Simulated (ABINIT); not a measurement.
Input of an ABINIT 10.8.3 (patched build) run:

File run.abi:

```
# Datasets: one volume each
ndtset 7
scalecart1 3*0.9795861087
scalecart2 3*0.9864848297
scalecart3 3*0.9932883884
scalecart4 3*1.0000000000
scalecart5 3*1.0066227096
scalecart6 3*1.0131594038
scalecart7 3*1.0196128224

# Pseudopotentials
pp_dirpath "./"
pseudos "Co.GGA_PBE-JTH.xml, O.GGA_PBE-JTH.xml"

# Structure
acell 3*1.0 Angstrom
rprim
     1.5054695445     0.8691832468     2.4399269062
    -1.5054695445     0.8691832468     2.4399269062
     0.0000000000    -1.7383664936     2.4399269062
ntypat 2
znucl 27 8
natom 2
typat 1 2
xred
     0.0000000000     0.0000000000     0.0000000000
     0.5000000000     0.5000000000     0.5000000000

# Plane-wave basis
ecut 26.0
pawecutdg 48.0
pawxcdev 0

# k points
kptopt 1
ngkpt 11 11 11
nshiftk 1
shiftk 0.0 0.0 0.0

# Exchange and correlation
ixc 11

# Bands and occupations
nband 16
occopt 3
tsmear 0.00183747

# Spin
nsppol 2
spinat
     0.0000000000     0.0000000000     2.0000000000
     0.0000000000     0.0000000000     0.0000000000

# SCF cycle
nstep 100
tolvrs 1.0e-9

# Output
iomode 3
prtwf 0
prtden 0
prteig 0
prtebands 0
```

Potentials or basis: JTH PAW PBE v2.0.

Run with:

```console
$ mpirun --bind-to none -np 4 abinit run.abi > log 2>&1
```

**Question.** What does it give for the bulk modulus at fixed shape and positions?

**Answer.** 171 GPa (rough).

**Question.** Estimate the equilibrium volume.

**Answer.** 9.58 Å³/atom (rough: see the caveat).

Energy against volume, from the lowest point:
| volume (Å³/atom) | energy (meV/atom) |
| --- | --- |
| 9.003 | 20.03 |
| 9.195 | 8.68 |
| 9.387 | 2.13 |
| 9.578 | 0.00 |
| 9.770 | 1.91 |
| 9.961 | 7.57 |
| 10.153 | 16.96 |

Caveat: pressures at fixed basis lie under the slope of the energies; the fit is doubtful: noisy points or a state that changes with volume; the cell was scaled at fixed shape and fractional positions, which overstates the stiffness of a crystal with free parameters, most of all of layers and chains.
